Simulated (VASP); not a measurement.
## NaI (strained CsCl), PBE single-point calculation: Ansatz's output and VASP's

```
Na I
1.0
     3.92498    0.00000    0.00000
     0.00000    3.92498    0.00000
     0.00000    0.00000    4.04054
Na I
1 1
Direct
  0.00000 0.00000 0.00000
  0.50000 0.50000 0.50000
```

Ansatz printed

```
SCF 1 converged in 10 iterations: F = -9001.544042 eV  dr2 = 7.16e-8
  greatest PAW one-centre occupation: 0.999 electrons in one spin orbital (limit 2), on the Na atom at site 0 (counted from 0), in its partial waves of l = 0
NSCF: frozen V_eff on 5 k-points
SCF converged after 10 iterations
Free energy (F): -9001.544042 eV
Harris-Foulkes:  -9001.544042 eV  (|F-HF|=5.14e-8)
Internal energy: -9001.544042 eV  (E = F + TS)
E sigma→0 (E₀):  -9001.544042 eV
Fermi energy:    6.101679 eV
--- Per-component energies (eV) ---
  E_band       = -591.014347
  E_kinetic    = 310.445978
  E_local      = -3183.114250  (includes V_loc(G=0)·N_el)
  E_nonlocal   = 24.613970
  E_hartree    = 1447.007532
  E_xc         = -167.665843
  E_vxc        = -179.542849  (∫ρ·V_xc dr)
  E_paw        = -5079.971469  (= ΣΔE_a)
  E_vpaw       = -457.445845  (= ΣTr[D̂ρ^β])
  E_aug_tail   = -0.000038  (compensation charges beyond the density's cutoff)
  E_ewald      = -2352.859921
  E_smearing   = -0.000000  (= −TS)
  E_closure    = -0.000000  (closes the sum)
  Σ components = -9001.544042   (vs F -9001.544042, Δ=0.00e0)
--- Forces (eV/Å), atoms counted from 1 ---
  atom   1  Na     0.00000000     0.00000000     0.00000000
  atom   2  I      0.00000000     0.00000000     0.00000000
  max |Σ_I F_I| component: 1.89e-29 eV/Å
--- Stress (GPa, compression-positive) ---
        2.032504       0.000000       0.000000
        0.000000       2.032504       0.000000
        0.000000       0.000000       0.438105
  P = ⅓ Tr σ = 1.5010 GPa (15.010 kbar)
--- Band table (eV; the first three rows and the last of 40) ---
  k-point 0: bands = ["-46.9222", "-38.9536", "-38.9511", "-38.9511", "-38.9434", "-38.9429", "-18.8312", "-18.8312", "-18.8272", "-7.1914", "3.9550", "4.2447", "4.2447", "7.2470", "10.2611", "10.4482", "16.1994"]
  k-point 1: bands = ["-46.9222", "-38.9533", "-38.9512", "-38.9512", "-38.9434", "-38.9429", "-18.8310", "-18.8310", "-18.8295", "-7.1127", "3.0223", "4.3184", "4.3184", "8.0134", "10.6718", "11.0464", "14.8671"]
  k-point 2: bands = ["-46.9221", "-38.9526", "-38.9513", "-38.9513", "-38.9434", "-38.9429", "-18.8339", "-18.8306", "-18.8306", "-6.9439", "1.7924", "4.4754", "4.4754", "9.0300", "11.3020", "11.8910", "13.4858"]
  k-point 39: bands = ["-46.9215", "-38.9517", "-38.9517", "-38.9513", "-38.9437", "-38.9404", "-18.8398", "-18.8398", "-18.8326", "-6.1522", "2.5162", "2.5162", "2.6391", "8.9406", "8.9406", "8.9425", "11.5892"]
```

Datasets and cutoffs are each program's own. VASP's cell holds 14 valence electrons and Ansatz's 26. Ansatz's stress includes a Pulay correction; VASP's doesn't.

Problem. What does VASP give for the same cell and level of theory?

Solution. gap between bands v and c 2.30 eV; least direct gap 2.56 eV; pressure 1.5 GPa.

From OUTCAR

```
k-points           NKPTS =     40   k-points in BZ     NKDIM =     40   number of bands    NBANDS=     14

   NELECT =      14.0000    total number of electrons

   dimension x,y,z NGX =    30 NGY =   30 NGZ =   30
   dimension x,y,z NGXF=    60 NGYF=   60 NGZF=   60

  energy-cutoff  :      520.00
  volume of cell :       62.25
      direct lattice vectors                 reciprocal lattice vectors
     3.924977212  0.000000000  0.000000000     0.254778549  0.000000000  0.000000000
     0.000000000  3.924977212  0.000000000     0.000000000  0.254778549  0.000000000
     0.000000000  0.000000000  4.040536558     0.000000000  0.000000000  0.247491883

 k-points in reciprocal lattice and weights: KPOINTS created by Atomic Simulation Env
   0.00000000  0.00000000  0.00000000       0.005
   0.16666667  0.00000000  0.00000000       0.019
   0.33333333  0.00000000  0.00000000       0.019
   0.50000000  0.00000000  0.00000000       0.009
   0.16666667  0.16666667  0.00000000       0.019
   0.33333333  0.16666667  0.00000000       0.037
   0.50000000  0.16666667  0.00000000       0.019
   0.33333333  0.33333333  0.00000000       0.019
   ...

 E-fermi :   2.9051

 k-point     1 :       0.0000    0.0000    0.0000
  band No.  band energies     occupation
      1     -21.2618      2.00000
      2     -21.2618      2.00000
      3     -21.2576      2.00000
      4      -9.6186      2.00000
      5       1.5283      2.00000
      6       1.8175      2.00000
      7       1.8175      2.00000
      8       4.8172      0.00000
      9       7.8158      0.00000
     10       8.0009      0.00000
     11      13.7868      0.00000
     12      14.0802      0.00000
     13      14.0802      0.00000
     14      14.3572      0.00000

 k-point     2 :       0.1667    0.0000    0.0000
  band No.  band energies     occupation
      1     -21.2647      2.00000
      2     -21.2615      2.00000
      3     -21.2573      2.00000
      4      -9.5243      2.00000
      5       0.7718      2.00000
      6       1.6189      2.00000
      7       1.9051      2.00000
      8       5.5024      0.00000
      9       8.1027      0.00000
     10       8.9314      0.00000
     11      12.1393      0.00000
     12      12.5831      0.00000
     13      13.1353      0.00000
     14      14.5638      0.00000

 k-point     3 :       0.3333    0.0000    0.0000
  band No.  band energies     occupation
      1     -21.2706      2.00000
      2     -21.2610      2.00000
      3     -21.2567      2.00000
      4      -9.3198      2.00000
      5      -0.5909      2.00000
      6       1.8146      2.00000
      7       2.0936      2.00000
      8       6.4514      0.00000
      9       8.7837      0.00000
     10       9.6303      0.00000
     11      10.6499      0.00000
     12      11.1280      0.00000
     13      12.3421      0.00000
     14      13.6993      0.00000

 k-point     4 :       0.5000    0.0000    0.0000
  band No.  band energies     occupation
      1     -21.2735      2.00000
      2     -21.2607      2.00000
      3     -21.2565      2.00000
      4      -9.2080      2.00000
      5      -1.1343      2.00000
      6       1.9210      2.00000
      7       2.1956      2.00000
      8       7.1037      0.00000
      9       8.9835      0.00000
     10       9.4319      0.00000
     11      10.0933      0.00000
     12      10.5814      0.00000
     13      11.1992      0.00000
     14      15.5386      0.00000

 k-point     5 :       0.1667    0.1667    0.0000
  band No.  band energies     occupation
      1     -21.2646      2.00000
      2     -21.2643      2.00000
      3     -21.2570      2.00000
      4      -9.4326      2.00000
      5       0.7502      2.00000
      6       1.0625      2.00000
      7       1.7098      2.00000
      8       6.1422      0.00000
      9       8.6474      0.00000
     10       9.3823      0.00000
     11      11.0750      0.00000
     12      11.9975      0.00000
     13      12.9371      0.00000
     14      13.5026      0.00000

 k-point     6 :       0.3333    0.1667    0.0000
  band No.  band energies     occupation
      1     -21.2702      2.00000
      2     -21.2638      2.00000
      3     -21.2565      2.00000
      4      -9.2343      2.00000
      5      -0.4463      2.00000
      6       1.1973      2.00000
      7       1.9060      2.00000
      8       6.9879      0.00000
      9       8.3629      0.00000
     10       9.8752      0.00000
     11      10.8164      0.00000
     12      10.9372      0.00000
     13      13.0167      0.00000
     14      13.4166      0.00000

 ...

  Total        0.7926088      0.7926088      0.1742776      0.0000000      0.0000000     -0.0000000
  in kB       20.4012207     20.4012207      4.4857898      0.0000000      0.0000000     -0.0000000
  external PRESSURE =      15.0960770 kB  Pullay stress =       0.0000000 kB

 POSITION                                       TOTAL-FORCE (eV/Angst)
 -----------------------------------------------------------------------------------
      0.00000      0.00000      0.00000         0.000000      0.000000      0.000000
      1.96249      1.96249      2.02027         0.000000      0.000000      0.000000
 -----------------------------------------------------------------------------------
    total drift:                                0.000000     -0.000000     -0.000000

  FREE ENERGIE OF THE ION-ELECTRON SYSTEM (eV)
  ---------------------------------------------------
  free  energy   TOTEN  =        -5.0465317647 eV

  energy  without entropy=       -5.0465317647  energy(sigma->0) =       -5.04653176
```
